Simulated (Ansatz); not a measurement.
ZrO$_{2}$:
```
ZrO2
1.0
    3.60107     0.00000     0.00000
    0.00000     3.60107     0.00000
    0.00000     0.00000     5.22998
Zr O
2 4
Direct
  0.00000   0.00000   0.00000
  0.50000   0.50000   0.50000
  0.00000   0.50000   0.30363
  0.00000   0.50000   0.80363
  0.50000   0.00000   0.19637
  0.50000   0.00000   0.69637
```

x, y and z are the axes in which the lattice vectors are written.

Give the high-frequency dielectric tensor and the Born effective charge tensors of the independent atoms from DFPT, DFT-r²SCAN in the program Ansatz with PAW potentials.


ε∞:
```
5.27  0.00  0.00
0.00  5.27  0.00
0.00  0.00  4.68
```
Z* of atom 1 (Zr), rows: field, columns: displacement, in e:
```
5.73  0.00  0.00
0.00  5.73  0.00
0.00  0.00  4.87
```
Z* of atom 3 (O), rows: field, columns: displacement, in e:
```
-3.68   0.00   0.00
 0.00  -2.05   0.00
 0.00   0.00  -2.44
```

Static charges for comparison (Bader): Zr1 +2.70, O3 -1.35 e. Born charges measure polarisation by displacement and can exceed these by far.

Space group P4_2/nmc. This is a known high-temperature phase of the composition, computed here at zero pressure and temperature. The r²SCAN relaxation kept the symmetry of its start; its stability against distortions is not shown here. No spin polarisation was allowed. Spin–orbit coupling is left out wherever it is not named.

Potentials: the earlier of the program's two PAW sets. The files were generated under PBE; for other functionals the program regenerates the frozen cores, and for LDA and PBEsol the local potential too.
